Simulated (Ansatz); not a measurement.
Crystal: P.

```xyz
4
Lattice="1.6477 -5.4650 0.0000 1.6477 5.4650 0.0000 0.0000 0.0000 4.5436" Properties=species:S:1:pos:R:3 pbc="T T T"
P     1.6477   -4.4173    2.6754
P     1.6477    4.4173    1.8683
P     1.6477   -1.0477    0.4035
P     1.6477    1.0477    4.1401
```

| Item | Value |
| --- | --- |
| Program | Ansatz 0.2.0 |
| Task | single point |
| Functional | PBEsol |
| Potentials or basis | all-electron LAPW, scalar-relativistic |
| Cutoff | 247 eV (chosen from the basis error) |
| Basis error allowed | 0.001 eV/atom |
| k mesh | 8 × 8 × 6 |
| Occupations | fermi-dirac, width 0.05 eV |
| Spin | no spin polarisation |

On this cell: pressure -0.6 GPa; largest force 0.294 eV/Å; band gap on the k mesh 0.01 eV, direct.

The same run follows on a disturbed copy (atoms moved at random, drawn with an rms of 0.05 Å):

```xyz
4
Lattice="1.6477 -5.4650 0.0000 1.6477 5.4650 0.0000 0.0000 0.0000 4.5436" Properties=species:S:1:pos:R:3 pbc="T T T"
P     1.6804   -4.4018    2.6955
P     1.6487    4.4383    1.8815
P     1.6453   -1.0115    0.4248
P     1.6205    0.9952    4.1163
```

Problem. What changes?

Solution. The energy moves by +22.7 meV/atom; pressure 1.4 GPa; largest force 1.404 eV/Å; band gap on the k mesh 0.24 eV, direct.

Forces in eV/Å, atoms in the order of the input:
```
P   -0.740 -0.015 -0.692
P   -0.026 -0.011  0.179
P    0.036 -0.896 -0.254
P    0.730  0.921  0.767
```

Stress tensor (GPa, compression positive):
```
 0.06 -0.13  1.74
-0.13  2.39  0.13
 1.74  0.13  1.69
```

A k mesh can miss the band edges.
